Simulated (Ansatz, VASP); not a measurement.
GaSb: VASP beside Ansatz

The input INCAR:

```
PREC = Accurate
ENCUT = 520
EDIFF = 1E-7
ISMEAR = 0
SIGMA = 0.1
LREAL = F
LASPH = T
NELM = 100
ALGO = Normal
ISIF = 2
LWAVE = F
LCHARG = F
GGA = PE
NBANDS = 26
```

The input KPOINTS:

```
regular mesh
0
Gamma
  6 6 6
```

The input POSCAR:

```
GaSb
1.0
    2.0392494760      1.1773612339      6.7493173972
   -2.0392494760      1.1773612339      6.7493173972
    0.0000000000     -2.3547224677      6.7493173972
Ga Sb
2 2
Direct
    0.4353720000      0.4353720000      0.4353720000
    0.5646280000      0.5646280000      0.5646280000
    0.0573890000      0.0573890000      0.0573890000
    0.9426110000      0.9426110000      0.9426110000
```

Input for Ansatz:

```yaml
crystal:
  lattice:
    - [2.039249476, 1.1773612339, 6.7493173972]
    - [-2.039249476, 1.1773612339, 6.7493173972]
    - [0.0, -2.3547224677, 6.7493173972]
  atoms:
    - { symbol: Ga, position: [0.435372, 0.435372, 0.435372] }
    - { symbol: Ga, position: [0.564628, 0.564628, 0.564628] }
    - { symbol: Sb, position: [0.057389, 0.057389, 0.057389] }
    - { symbol: Sb, position: [0.942611, 0.942611, 0.942611] }
basis:
  ecutwfc: 420
kpoints:
  mp_grid: { grid: [6, 6, 6] }
hamiltonian:
  xc: pbe
scf:
  occupations: { method: gaussian, width: 0.1 }
output:
  forces: true
  stress: true
  eigenvalues: true
```

Alike in both runs: task single point; functional PBE; k mesh 6 × 6 × 6; occupations gaussian, width 0.1 eV; no spin polarisation.

|  | VASP | Ansatz |
| --- | --- | --- |
| version | VASP 6.6.1 | Ansatz 0.2.0 |
| potentials or method | VASP PAW PBE potentials, release 64 (Ga_d, Sb) | scalar-relativistic, plane waves, PAW |
| plane-wave cutoff (eV) | 520 | 420 |
| valence electrons in the cell | 36 | 56 |

VASP gave:

| Quantity | Value |
| --- | --- |
| gap on the k mesh at the Fermi level (eV) | 0.18 |
| least direct gap on the mesh (eV) | 0.59 |
| pressure (GPa) | 22.0 |
| largest component of the traceless stress (GPa) | 13.56 |
| rms of the force components (eV/Å) | 3.131 |

**Question.** What did Ansatz give for the same quantities?

**Answer.** gap on the k mesh at the Fermi level (eV): 0.22; least direct gap on the mesh (eV): 0.58; pressure (GPa): 21.6; largest component of the traceless stress (GPa): 13.03; rms of the force components (eV/Å): 3.044.

Atom by atom the forces differ by 0.090 eV/Å (rms over components). With one functional, cell and mesh, what is left measures potentials, basis and numerics. The two sets of potentials don't hold the same shells in valence.

Caveats: so large a pressure means that the cell lies far from this level's equilibrium, or that cutoff or potentials fall short (VASP); spin-orbit coupling is left out, which moves the levels of the heavy elements; forces of over 1 eV/Å show positions far from the minimum, so gaps and moduli don't describe the material at rest.
